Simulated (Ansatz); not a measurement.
B: the change of pressure with volume per atom

All results are calculated (Ansatz 0.2.0 development build). Equation of state of a cubic crystal from periodic Kohn-Sham density functional theory without spin; pressure corrected for the finite basis.

Cell of the first row (space group Fd-3m, No. 227):
```
B
1.0
      0.0000     1.9702     1.9702
      1.9702     0.0000     1.9702
      1.9702     1.9702     0.0000
B
2
Direct
  0.00000 0.00000 0.00000
  0.25000 0.25000 0.25000
```

Settings of every row: formula B; structure type diamond; functional r2SCAN; spin treatment none; k mesh 14x14x14; occupation method fermi-dirac; occupation width 0.1 eV; wave cutoff 700 eV; datasets hard PAW; density cutoff ratio 4; xc grid level 2.

Limits: a cubic model structure, not a phase known at ambient conditions; modest k-mesh, values are not fully converged in k; pseudopotentials made with PBE, not this functional; the SCF threshold is loose for a stress in some rows.

```
row  volume per atom (Å³)  pressure (GPa)  energy above lowest point (meV/atom)
  1                 7.647          17.806                                 35.18
  2                 7.897          10.503                                 13.27
  3                 8.146            4.13                                     2
  4                 8.396               ?                                     ?
  5                 8.645          -6.297                                   6.1
```

Question: what pressure should row 4 give?

Worked fit of pressure. Take u = (V_r/V)^(2/3) − 1 with V_r = 8.0215 Å³ an atom, which is twice the finite (Eulerian) strain; such expansions in the strain, on which the Birch-Murnaghan equation of state is built, carry the rest volume and the bulk modulus. The shown rows have u = 0.03239, 0.01048, -0.01022, -0.04868. Least squares give pressure = 7.2104 + 307.323 × u + 612.9 × u² GPa; a straight line predicts inner rows, each left out in turn, worse (root mean square 0.63 against 0.0092 GPa). The rows lie off it by -0.002, 0.005, -0.004, 0.001 (root mean square 0.0034 GPa). The pressure vanishes at u = -0.0247, or V = 8.328 Å³ an atom, and there the bulk modulus at fixed shape and fractions is B = −V dP/dV = (2/3)(1 + u) dP/du = 180 GPa. The withheld row has u = -0.02996, so the fit gives 7.2104 + 307.323 × (-0.02996) + 612.9 × (-0.02996)² = -1.447 GPa.

The calculation gave -1.435 GPa. The fit lies 0.012 GPa (0.05 % of the column's range) below it; its largest miss of a shown row is 0.005 GPa.

The other values of row 4: energy above lowest point 0 meV/atom.
